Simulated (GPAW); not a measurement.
Write an ASE script for GPAW 26.7.0 that does the following.

```
Task                : relaxation of cell and atoms
Functional          : RPBE
Dispersion          : D3(BJ)
Potentials or basis : the program's PAW data sets (release 1.2.1) made for this functional
Cutoff              : 600 eV
Basis               : pw
k mesh              : 10 × 10 × 5
Occupations         : fermi-dirac, width 0.05 eV
Spin                : no spin polarisation
Maxiter             : 150
Optimizer           : BFGS
Fmax                : 0.02 eV/Å
Max steps           : 40
Convergence         : density=1e-05 forces=0.0001
```

Hf:

```
CELL_PARAMETERS angstrom
3.19670 0.00000 0.00000
-1.59835 2.76842 0.00000
0.00000 0.00000 5.05780
ATOMIC_POSITIONS crystal
Hf 0.66667 0.33333 0.75000
Hf 0.33333 0.66667 0.25000
```

These files were run (other wordings do the same):

run.py

```python
from ase import Atoms
from ase.calculators.mixing import SumCalculator
from ase.filters import FrechetCellFilter
from ase.io import write
from ase.optimize import BFGS
from dftd3.ase import DFTD3
from gpaw import GPAW, PW

atoms = Atoms(['Hf', 'Hf'],
              cell=[[3.1967, 0.0, 0.0],
                    [-1.59835, 2.7684234083, 0.0],
                    [0.0, 0.0, 5.0578]],
              scaled_positions=[[0.6666666667, 0.3333333333, 0.75],
                                [0.3333333333, 0.6666666667, 0.25]],
              pbc=True)

calc = GPAW(mode=PW(600),
            xc='RPBE',
            kpts={'size': (10, 10, 5), 'gamma': True},
            occupations={'name': 'fermi-dirac', 'width': 0.05},
            nbands=24,
            convergence={'density': 1e-05, 'forces': 0.0001},
            maxiter=150,
            txt='gpaw.txt')
atoms.calc = SumCalculator([calc, DFTD3(method='rpbe', damping='d3bj')])
opt = BFGS(FrechetCellFilter(atoms), trajectory='relax.traj', logfile='-')
done = opt.run(fmax=0.02, steps=40)
calc.write('gs.gpw')
write('result.traj', atoms)
print('Converged:', done)
print('Cell:', atoms.cell.cellpar().round(4))
print('Volume:', round(atoms.get_volume(), 4))
print(atoms.get_scaled_positions().round(5))
```

Potentials or basis: the program's PAW data sets (release 1.2.1) made for this functional, pw.

Run with:

```console
$ OMP_NUM_THREADS=1 python run.py
```

It gave:

```
Relaxed volume                         : 18.25 Å³/atom
Relaxed cell                           : a = 2.977 Å, b = 2.977 Å, c = 4.756 Å, α = 90.00°, β = 90.00°, γ = 120.00°
Space group after relaxing (to 0.05 Å) : P6_3/mmc (No. 194)
Energy gained by relaxing              : 352.9 meV/atom
Ionic steps                            : 6
Pressure after relaxing                : 0.1 GPa
Band gap on the k mesh                 : none (metal or under the smearing width)
Dispersion energy per atom             : -4.297 eV
```

Caveat: later steps reuse the first step's grids; the volume moved by over 15 % at a fixed basis, so the end points are rough; the volume moved by -18 % from the deposited cell, more than functionals usually miss; pairwise dispersion overbinds metals, which lowers pressure and volume.

Run time: 2.9 min on 1 thread of Arm Neoverse V1 (shared host), peak memory 0.29 GiB.
